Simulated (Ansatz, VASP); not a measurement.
## V in VASP and in Ansatz

File INCAR:

```
SYSTEM = V
PREC = Accurate
ENCUT = 520
EDIFF = 1E-6
ISMEAR = -1
SIGMA = 0.05
LREAL = .False.
LASPH = .True.
NELM = 80
ALGO = Normal
ISIF = 2
LWAVE = .False.
LCHARG = .False.
GGA = PE
NBANDS = 12
```

File KPOINTS:

```
regular mesh
0
Gamma
  21 21 21
  0 0 0
```

POSCAR

```
V
1.0
   -1.2708487378      1.2708487378      1.2708487378
    1.2708487378     -1.2708487378      1.2708487378
    1.2708487378      1.2708487378     -1.2708487378
V
1
Direct
    0.0000000000      0.0000000000      0.0000000000
```

Input for Ansatz:

```yaml
crystal:
  lattice:
    - [-1.2708487378, 1.2708487378, 1.2708487378]
    - [1.2708487378, -1.2708487378, 1.2708487378]
    - [1.2708487378, 1.2708487378, -1.2708487378]
  atoms:
    - { symbol: V, position: [0.0, 0.0, 0.0] }
kpoints:
  mp_grid: { grid: [21, 21, 21] }
scf:
  occupations: { method: fermi_dirac, width: 0.05 }
hamiltonian:
  xc: pbe
  pseudopotentials: { kind: paw }
output:
  forces: true
  stress: true
  eigenvalues: true
```

Change from the starting cell: volume scaled by 0.61, to set the pressure.

Alike in both runs: task single point; functional PBE; k mesh 21 × 21 × 21; occupations fermi-dirac, width 0.05 eV; no spin polarisation.

```csv
,VASP,Ansatz
version,VASP 6.6.1,Ansatz 0.2.0
potentials or method,"VASP PAW PBE potentials, release 64 (V_sv)","PAW with Ansatz's default frozen-core files, scalar-relativistic"
plane-wave cutoff (eV),520,420
valence electrons in the cell,13,13
```

|  | VASP | Ansatz | Ansatz less VASP |
| --- | --- | --- | --- |
| pressure (GPa) | 221.3 | 216.1 | -5.20 |

With one functional, cell and mesh, what is left measures potentials, basis and numerics.

Caveats: the cell as given lies far from equilibrium; so large a pressure means that the cell lies far from this level's equilibrium, or that cutoff or potentials fall short (VASP).
